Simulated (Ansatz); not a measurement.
Ru: all-electron results

```xyz
2
Lattice="0.0000 2.7270 2.7270 2.7270 0.0000 2.7270 2.7270 2.7270 0.0000" Properties=species:S:1:pos:R:3 pbc="T T T"
Ru    0.0000    0.0000    0.0000
Ru    1.3635    1.3635    1.3635
```

Atom numbers follow the list: Ru1, Ru2.

The structure comes from a relaxation in the same program, started in the diamond type, and has space group Fd-3m. Whether it is a known phase or the ground state wasn't checked.

Theory: Ansatz 0.2.0, DFT, PBE, all-electron LAPW, scalar-relativistic.

Numerical set-up: a Γ-centred 10×10×10 k mesh, Fermi–Dirac smearing of 0.03 eV, basis error target 0.5 meV/atom, no spin polarisation.

```yaml
Band_gap: "none: bands cross the Fermi level, a metal"
Density_of_states_at_the_Fermi_level_0.2_eV_bin: 1.72 states/eV per cell
Volume_per_atom: 20.28 Å³
Pressure_at_this_cell: 0.02 GPa
```
